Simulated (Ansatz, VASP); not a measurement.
One calculation of BN, two programs

Contents of INCAR:

```
PREC     = Accurate       # precision mode
ENCUT    = 520            # plane-wave cutoff, eV
EDIFF    = 1E-7           # SCF threshold, eV
ISMEAR   = 0              # smearing method
SIGMA    = 0.05           # smearing width, eV
LREAL    = False          # projectors in reciprocal space
LASPH    = True           # aspherical terms in the spheres
NELM     = 60             # most SCF steps
ALGO     = Normal         # electronic algorithm
ISIF     = 2              # what is computed and relaxed
LWAVE    = False          # write WAVECAR
LCHARG   = True           # write CHGCAR
LELF     = True           # ELF
LVHAR    = True         
NBANDS   = 16             # bands
```

The input KPOINTS:

```
Automatic mesh
0
Gamma
  12 12 6
```

Contents of POSCAR:

```
BN
1.0
    2.4084870044      0.0000000000      0.0000000000
   -1.2042435022      2.0858109305      0.0000000000
    0.0000000000      0.0000000000      4.5828690719
B N
2 2
Direct
    0.6666666667      0.3333333333      1.0176718777
    0.3333333333      0.6666666667      0.5176718777
    0.6666666667      0.3333333333      0.6252912690
    0.3333333333      0.6666666667      0.1252912690
```

Input for Ansatz:

```yaml
crystal:
  lattice:
    - [2.4084870044, 0.0, 0.0]
    - [-1.2042435022, 2.0858109305, 0.0]
    - [0.0, 0.0, 4.5828690719]
  atoms:
    - { symbol: B, position: [0.6666666667, 0.3333333333, 1.0176718777] }
    - { symbol: B, position: [0.3333333333, 0.6666666667, 0.5176718777] }
    - { symbol: "N", position: [0.6666666667, 0.3333333333, 0.625291269] }
    - { symbol: "N", position: [0.3333333333, 0.6666666667, 0.125291269] }
basis:
  ecutwfc: 520.0
kpoints:
  mp_grid: { grid: [12, 12, 6] }
hamiltonian:
  xc: lda
  pseudopotentials: { kind: paw }
scf:
  occupations: { method: gaussian, width: 0.05 }
output:
  forces: true
  stress: true
  eigenvalues: true
  write_density: true
  write_potential: true
  elf: true
  volumetric_format: npy
```

Alike in both runs: task single point; functional LDA; k mesh 12 × 12 × 6; occupations gaussian, width 0.05 eV; no spin polarisation.

```csv
,VASP,Ansatz
version,VASP 6.6.1,Ansatz 0.2.0
potentials or method,"VASP PAW LDA potentials, release 64 (B, N)","scalar-relativistic, plane waves, PAW"
plane-wave cutoff (eV),520,520
valence electrons in the cell,16,16
```

|  | VASP | Ansatz | Ansatz less VASP |
| --- | --- | --- | --- |
| gap on the k mesh at the Fermi level (eV) | 4.40 | 4.40 | +0.005 |
| least direct gap on the mesh (eV) | 4.40 | 4.40 | +0.005 |
| pressure (GPa) | 20.0 | 19.0 | -1.00 |
| largest component of the traceless stress (GPa) | 76.57 | 76.01 | -0.567 |
| rms of the force components (eV/Å) | 0.259 | 0.245 | -0.0142 |

Atom by atom the forces differ by 0.014 eV/Å (rms over components).

Caveats: so large a pressure means that the cell lies far from this level's equilibrium, or that cutoff or potentials fall short (VASP). A k mesh can miss the band edges.
